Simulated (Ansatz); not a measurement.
# TiO2: opening a crack plane

TiO2, I4_1/amd, a = 3.797 Å, c = 9.660 Å. The compound has several low-lying forms, and this is one of them. Ansatz: r2SCAN+U, PAW, 500 eV, Γ-centred 6×6×3 mesh on 12 atoms, Gaussian smearing 0.05 eV; U_eff Ti 4.00 eV; no spin polarisation. One cut on (001) per cell of 12 atoms is opened rigidly by x, between planes of O and O that stand 1.57 Å apart; y is the energy per area (14.416 Å², 1 eV/Å² = 16.02 J/m²).

| x (Å) | y (J/m²) |
| --- | --- |
| 0.00 | 0.000 |
| 0.25 | 0.388 |
| 0.50 | 1.022 |
| 1.00 | ? |
| 2.00 | 2.624 |
| 3.00 | 2.757 |
| 6.00 | 2.788 |

Question: Fit the universal binding curve y = W[1 − (1 + x/l) e^(−x/l)] to the other rows, give the peak stress, and predict the missing value.

Answer: Least squares gives W = 2.76 J/m² and l = 0.389 Å. The stress dy/dx peaks at x = l with W/(e l) = 26.1 GPa, for rigid faces. At x = 1.00: x/l = 2.571, y = 2.006 J/m². The run gave 1.962 J/m², so the fit is 0.044 J/m² too high, a small miss on the scale of the series.

Cost: 8 runs of about 16 core-minutes in all, on Arm Neoverse V2 (shared hosts).